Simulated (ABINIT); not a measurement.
# MnS (F-43m) in ABINIT: further runs

Aim: see how the results for MnS move with the level of theory and the settings. Levels: PBEsol+U, PBE+U, LDA. Tasks: Hubbard U by linear response, phonons.

Program: ABINIT 10.8.3 (patched build). These are calculated values, not measurements. Logs are shortened: lines on timing, memory, paths and dates and some standing lists are left out, and cuts for length are marked. The log counts tension as positive stress, the text compression.

## Step 1: The structure

Symmetry: F-43m, No. 216, cubic system. Conventional cell: a = 4.947 Å, b = 4.947 Å, c = 4.947 Å, α = 90.00°, β = 90.00°, γ = 90.00°. Mn (site symmetry -43m) has 4 S at 2.14 Å as nearest neighbours. Around S (site symmetry -43m) lie 4 Mn at 2.14 Å.

The cell is a database's computed one.

## Step 2: Hubbard U by linear response, PBEsol+U, collinear spin, ferromagnetic start (cell relaxed at zero pressure by an earlier run)

The input, run.abi:

```
ndtset 4

pp_dirpath "./"
pseudos "Mn.GGA_PBE-ansatz.xml, S.GGA_PBE-ansatz.xml"

acell 3.4748471735 3.4748471735 3.4748471735 Angstrom
rprim
     0.0000000000     0.7071067812     0.7071067812
     0.7071067812     0.0000000000     0.7071067812
     0.7071067812     0.7071067812     0.0000000000
ntypat 2
znucl 25 16
natom 2
typat 1 2
chkprim 0
chksymtnons 0
tolsym 1.0e-6
xred
            0.0            0.0            0.0
            3/4            3/4            3/4

ecut 419.055348 eV
pawecutdg 30.8
pawxcdev 0
pawovlp -1
ecutsm 0.5

kptopt 2
ngkpt 4 4 4
nshiftk 1
shiftk 0.0 0.0 0.0

ixc -116133

nband 16
occopt 3
tsmear 0.05 eV

nsppol 2
spinat
     0.0000000000     0.0000000000     4.0000000000
     0.0000000000     0.0000000000     0.0000000000
nsym 1

usepawu 1
lpawu 2 -1
upawu 0.0 0.0 eV
jpawu 0.0 0.0 eV
dmatpuopt 3

nstep 120
tolvrs 1.0e-9

prteig 0
prtebands 0
prtden 0
prtwf 0

irdwfk 1
macro_uj 1
pawujat 1
pawujv1 -0.15 eV
pawujv2 -0.05 eV
pawujv3 0.05 eV
pawujv4 0.15 eV
```

The input, gs.abi:

```
pp_dirpath "./"
pseudos "Mn.GGA_PBE-ansatz.xml, S.GGA_PBE-ansatz.xml"

acell 3.4748471735 3.4748471735 3.4748471735 Angstrom
rprim
     0.0000000000     0.7071067812     0.7071067812
     0.7071067812     0.0000000000     0.7071067812
     0.7071067812     0.7071067812     0.0000000000
ntypat 2
znucl 25 16
natom 2
typat 1 2
chkprim 0
chksymtnons 0
tolsym 1.0e-6
xred
            0.0            0.0            0.0
            3/4            3/4            3/4

ecut 419.055348 eV
pawecutdg 30.8
pawxcdev 0
pawovlp -1
ecutsm 0.5

kptopt 2
ngkpt 4 4 4
nshiftk 1
shiftk 0.0 0.0 0.0

ixc -116133

nband 16
occopt 3
tsmear 0.05 eV

nsppol 2
spinat
     0.0000000000     0.0000000000     4.0000000000
     0.0000000000     0.0000000000     0.0000000000
nsym 1

usepawu 1
lpawu 2 -1
upawu 0.0 0.0 eV
jpawu 0.0 0.0 eV
dmatpuopt 3

nstep 120
tolvrs 1.0e-9

prteig 0
prtebands 0
prtden 0
```

Potentials or basis: Ansatz PAW PBE default generated set, frozen core.

Command:

```sh
> abinit gs.abi > log 2>&1
> ln -s gso_WFK runi_DS1_WFK
> ln -s gso_WFK runi_DS2_WFK
> ln -s gso_WFK runi_DS3_WFK
> ln -s gso_WFK runi_DS4_WFK
> abinit run.abi > log 2>&1
> lruj runo_DS1_LRUJ.nc runo_DS2_LRUJ.nc runo_DS3_LRUJ.nc runo_DS4_LRUJ.nc > lruj.log 2>&1
```

run.abo:

```text
[... set-up lines left out ...]
 ETOT  1  -115.10591809011    -1.151E+02 3.574E-04 8.487E-02 1.605E-01 1.605E-01
 ETOT  2  -115.10592438112    -6.291E-06 3.758E-04 1.099E-01 7.469E-04 1.612E-01
 ETOT  3  -115.10580337306     1.210E-04 3.027E-04 9.035E-04 3.824E-04 1.609E-01
 ETOT  4  -115.10580616454    -2.791E-06 2.868E-04 2.226E-04 2.095E-04 1.607E-01
 ETOT  5  -115.10580576280     4.017E-07 3.308E-04 5.168E-05 2.177E-04 1.604E-01
 ETOT  6  -115.10580574623     1.656E-08 1.907E-04 5.160E-06 2.292E-04 1.602E-01
 ETOT  7  -115.10580575167    -5.438E-09 2.341E-04 3.692E-06 3.186E-04 1.599E-01
 ETOT  8  -115.10580575358    -1.909E-09 1.667E-04 2.074E-07 2.393E-04 1.597E-01
 ETOT  9  -115.10580575440    -8.188E-10 1.946E-04 6.767E-07 2.143E-04 1.594E-01
 ETOT 10  -115.10580575495    -5.537E-10 1.441E-04 7.636E-08 7.226E-05 1.594E-01
 ETOT 11  -115.10580575495     5.144E-12 1.850E-04 8.848E-09 1.478E-05 1.594E-01
 ETOT 12  -115.10580575494     7.716E-12 1.243E-04 1.258E-09 6.435E-06 1.593E-01
 ETOT 13  -115.10580575494    -9.948E-14 1.895E-04 6.461E-11 1.586E-06 1.593E-01

 At SCF step   13       nres2   =  6.46E-11 < tolvrs=  1.00E-09 =>converged.

 Cartesian components of stress tensor (hartree/bohr^3)
  sigma(1 1)=  3.78343707E-05  sigma(3 2)= -3.74924274E-10
  sigma(2 2)=  3.78343992E-05  sigma(3 1)=  4.10164410E-12
  sigma(3 3)=  3.78344251E-05  sigma(2 1)=  3.05579162E-11

--- !ResultsGS
iteration_state: {dtset: 1, }
comment   : Summary of ground state results
lattice_vectors:
- [  0.0000000,   4.6432234,   4.6432234, ]
- [  4.6432234,   0.0000000,   4.6432234, ]
- [  4.6432234,   4.6432234,   0.0000000, ]
lattice_lengths: [   6.56651,    6.56651,    6.56651, ]
lattice_angles: [ 60.000,  60.000,  60.000, ] # degrees, (23, 13, 12)
lattice_volume:   2.0021137E+02
convergence: {deltae: -9.948E-14, res2:  6.461E-11, residm:  1.895E-04, diffor: null, }
etotal    :  -1.15105806E+02
entropy   :   0.00000000E+00
fermie    :   2.30036556E-01
cartesian_stress_tensor: # hartree/bohr^3
- [  3.78343707E-05,   3.05579162E-11,   4.10164410E-12, ]
- [  3.05579162E-11,   3.78343992E-05,  -3.74924274E-10, ]
- [  4.10164410E-12,  -3.74924274E-10,   3.78344251E-05, ]
pressure_GPa:  -1.1131E+00
xred      :
- [  0.0000E+00,   0.0000E+00,   0.0000E+00, Mn]
- [  7.5000E-01,   7.5000E-01,   7.5000E-01,  S]
cartesian_forces: # hartree/bohr
- [ -7.30653626E-08,  -1.31548096E-08,   7.92524325E-09, ]
- [  7.30653626E-08,   1.31548096E-08,  -7.92524325E-09, ]
force_length_stats: {min:   7.46619428E-08, max:   7.46619428E-08, mean:   7.46619428E-08, }
...

 Integrated electronic and magnetization densities in atomic spheres:
 ------------------------------------------------------------------------------------------------------------
 Radius=ratsph(iatom), smearing ratsm=  0.0000. Diff(up-dn)=approximate z local magnetic moment.
    Atom    Radius    up_density   dn_density  Total(up+dn)  Diff(up-dn)
    1 Mn   2.63806     7.796997     7.637652     15.434649     0.159346
    2  S   2.49066     2.958564     2.961773      5.920337    -0.003209
 ------------------------------------------------------------------------------------------------------------
  Sum:                10.755562    10.599425     21.354987     0.156136
 Total magnetization (from the atomic spheres):                0.156136
 Total magnetization (exact up - dn):                          0.147073

 ---------- DFT+U DATA ---------------------------------------------------

 ====== For Atom     1, occupations for correlated orbitals. lpawu =   2

 Atom   1. Occ. for lpawu and for spin  1 =   2.91989
 Atom   1. Occ. for lpawu and for spin  2 =   2.76441
 => On atom   1,  local Mag. for lpawu is       -0.155479

 == Occupation matrix for correlated orbitals:

 Occupation matrix for spin  1
     0.50131    0.00000   -0.00000    0.00000   -0.00000
     0.00000    0.50131   -0.00000    0.00000    0.00000
    -0.00000   -0.00000    0.70798    0.00000   -0.00000
     0.00000    0.00000    0.00000    0.50131   -0.00000
    -0.00000    0.00000   -0.00000   -0.00000    0.70798

 Occupation matrix for spin  2
     0.50681   -0.00000    0.00000   -0.00000    0.00000
    -0.00000    0.50681    0.00000   -0.00000   -0.00000
     0.00000    0.00000    0.62200   -0.00000    0.00000
    -0.00000   -0.00000   -0.00000    0.50681    0.00000
     0.00000   -0.00000    0.00000    0.00000    0.62200

 ---------- calculate U, (J) start ----------

 All pawujat  ok and equal to   1
 macro_uj=1 and nspden=2: standard determination of Hubbard U-parameter

*********************************************************************
************************  Linear Response U  ************************

 Info printed for perturbed atom:    1

  Perturbations           Occupations
 --------------- -----------------------------
    alpha [eV]     Unscreened      Screened
 --------------- -----------------------------
   0.0000000000   5.6609312960   5.6609312960
  -0.1500000000   5.6898055386   5.6842912102

                    Scalar response functions:
                    Chi0 [eV^-1]:     -0.42777
                    Chi [eV^-1]:      -0.15573

 The scalar U from the two-point regression scheme is   4.08353 eV.
*********************************************************************
*********************************************************************
Note: For more reliable linear regressions of the response
matrices, it is advised that you have more than two points.
See the LRUJ protocol for more information.
[... 818 lines left out ...]
 cartesian forces (eV/Angstrom) at end:
    1     -0.00000411973400    -0.00000113466277     0.00000250595962
    2      0.00000411973400     0.00000113466277    -0.00000250595962
 frms,max,avg= 2.8600409E-06 4.1197340E-06   4.516E-08  3.273E-07  2.618E-07 e/A
 length scales=  6.566509487300  6.566509487300  6.566509487300 bohr
              =  3.474847173500  3.474847173500  3.474847173500 angstroms
 Fermi (or HOMO) energy (hartree) =   0.23360   Average Vxc (hartree)=  -0.41843
 Magnetization (Bohr magneton)=  1.52727214E-01
 Total spin up =  1.05763636E+01   Total spin down =  1.04236364E+01
 Eigenvalues (hartree) for nkpt=  36  k points, SPIN UP:
 kpt#   1, nband= 16, wtk=  0.01563, kpt=  0.0000  0.0000  0.0000 (reduced coord)
  -2.66007   -1.51827   -1.51827   -1.51827   -0.33012    0.06069    0.06069    0.06069
   0.20427    0.20427    0.37442    0.37598    0.37598    0.37598    0.52187    0.52187
      occupation numbers for kpt#   1
   1.00000    1.00000    1.00000    1.00000    1.00000    1.00000    1.00000    1.00000
   1.00000    1.00000    0.00000    0.00000    0.00000    0.00000    0.00000    0.00000
 prteigrs : prtvol=0 or 1, do not print more k-points.

 Eigenvalues (hartree) for nkpt=  36  k points, SPIN DOWN:
 kpt#   1, nband= 16, wtk=  0.01563, kpt=  0.0000  0.0000  0.0000 (reduced coord)
  -2.65410   -1.51244   -1.51244   -1.51244   -0.33012    0.06164    0.06164    0.06164
   0.21223    0.21223    0.37430    0.37755    0.37755    0.37755    0.52306    0.52306
      occupation numbers for kpt#   1
   1.00000    1.00000    1.00000    1.00000    1.00000    1.00000    1.00000    1.00000
   0.99999    0.99999    0.00000    0.00000    0.00000    0.00000    0.00000    0.00000
 prteigrs : prtvol=0 or 1, do not print more k-points.

--- !EnergyTerms
iteration_state     : {dtset: 4, }
comment             : Components of total free energy in Hartree
kinetic             :  1.54874665360247E+01
hartree             :  3.70017620667629E+01
xc                  : -7.77466795733609E+00
Ewald energy        : -7.22018608678880E+01
psp_core            :  4.27588715697820E+00
local_psp           : -9.31902548044212E+01
PAW spherical_terms :  1.32762492179308E+00
internal            : -1.15074042948086E+02
'-kT*entropy'       : -4.21268929389130E-04
total_energy        : -1.15074464217016E+02
total_energy_eV     : -3.13133569285854E+03
...

--- !EnergyTermsDC
iteration_state     : {dtset: 4, }
comment             : '"Double-counting" decomposition of free energy'
band_energy         : -1.36524763616023E+01
Ewald energy        : -7.22018608678880E+01
psp_core            :  4.27588715697820E+00
xc_dc               : -3.61052473740477E+01
PAW spherical_terms :  2.64072358693442E+00
internal            : -1.15042973859625E+02
'-kT*entropy'       : -4.21268929389130E-04
total_energy_dc     : -1.15043395128555E+02
total_energy_dc_eV  : -3.13049025989211E+03
...

--- !EnergyTermsWithPAWCore
iteration_state     : {dtset: 4, }
comment             : 'Components of total free energy, including PAW core contributions'
Total energy        : -1.54719712861694E+03
Total energy DC     : -1.54716605952847E+03
Total energy (eV)   : -4.21013786654682E+04
Total energy DC (eV): -4.21005332325018E+04
...

 Cartesian components of stress tensor (hartree/bohr^3)
  sigma(1 1)= -3.30646855E-05  sigma(3 2)= -7.04372820E-10
  sigma(2 2)= -3.30647663E-05  sigma(3 1)=  3.41291417E-10
  sigma(3 3)= -3.30646989E-05  sigma(2 1)= -2.22971131E-10

-Cartesian components of stress tensor (GPa)         [Pressure=  9.7280E-01 GPa]
- sigma(1 1)= -9.72796634E-01  sigma(3 2)= -2.07233638E-05
- sigma(2 2)= -9.72799009E-01  sigma(3 1)=  1.00411402E-05
- sigma(3 3)= -9.72797027E-01  sigma(2 1)= -6.56003717E-06

== END DATASET(S) ==============================================================
================================================================================

 -outvars: echo values of variables after computation  --------
            acell      6.5665094873E+00  6.5665094873E+00  6.5665094873E+00 Bohr
           etotal1    -1.1510580575E+02
           etotal2    -1.1508494499E+02
           etotal3    -1.1506414145E+02
           etotal4    -1.1504339513E+02
            fcart1    -7.3065362587E-08 -1.3154809619E-08  7.9252432511E-09
                       7.3065362587E-08  1.3154809619E-08 -7.9252432511E-09
            fcart2    -7.5418814019E-08 -4.9397892411E-08 -2.2171865843E-08
                       7.5418814019E-08  4.9397892411E-08  2.2171865843E-08
            fcart3    -1.1170188242E-07  1.2941140414E-07  1.6227192344E-08
                       1.1170188242E-07 -1.2941140414E-07 -1.6227192344E-08
            fcart4    -8.0116070798E-08 -2.2065677818E-08  4.8733155696E-08
                       8.0116070798E-08  2.2065677818E-08 -4.8733155696E-08
            rprim      0.0000000000E+00  7.0710678120E-01  7.0710678120E-01
                       7.0710678120E-01  0.0000000000E+00  7.0710678120E-01
                       7.0710678120E-01  7.0710678120E-01  0.0000000000E+00
           strten1     3.7834370688E-05  3.7834399212E-05  3.7834425108E-05
                      -3.7492427417E-10  4.1016440993E-12  3.0557916202E-11
           strten2     1.4199770057E-05  1.4199743421E-05  1.4200529537E-05
                      -4.0480787663E-10  6.4941691496E-12  1.9455132693E-11
           strten3    -9.4832638378E-06 -9.4831878720E-06 -9.4834693344E-06
                      -4.9574873698E-10  3.6817848264E-11 -4.3904560695E-11
           strten4    -3.3064685533E-05 -3.3064766266E-05 -3.3064698902E-05
                      -7.0437281958E-10  3.4129141729E-10 -2.2297113125E-10
           xangst      0.0000000000E+00  0.0000000000E+00  0.0000000000E+00
                       3.6856320000E+00  3.6856320000E+00  3.6856320000E+00
             xred      0.0000000000E+00  0.0000000000E+00  0.0000000000E+00
                       7.5000000000E-01  7.5000000000E-01  7.5000000000E-01
 Calculation completed.
```

Wall time 10 min (1 thread of Intel Xeon Platinum 8223CL at 3.00GHz (Skylake/Cascade Lake), shared host); peak memory 0.33 GiB.

What came out:

| Item | Value |
| --- | --- |
| Free energy | -3131.3376 eV |
| Pressure | -0.1 GPa |
| Band gap on the k mesh | none (metal or under the smearing width) |
| Net moment | 0.15 μB per cell |
| Site moments | Mn +0.16; S -0.00 μB |
| Hubbard U from linear response | 4.08 eV |

Eigenvalues of the final occupation matrices:
```
  site  spin  trace               eigenvalues
atom 1     1   2.91  0.50 0.50 0.50 0.71 0.71
atom 1     2   2.75  0.50 0.50 0.50 0.62 0.62
```

Caveat: the k mesh is coarse (spacing up to 0.55 Å⁻¹), so the values aren't converged; the shifted atom has its images in every cell, so this scalar value isn't converged in cell size and belongs to these projectors alone; Libxc's GGAs can fail where the two spin gradients oppose each other; the atomic spheres overlap; the PAW data sets were made with another functional, which shifts forces and pressure a little; the moment fell far below its start of 4 μB, so a state of higher moment may lie lower in energy.

(Continued in part 2 of 2.)
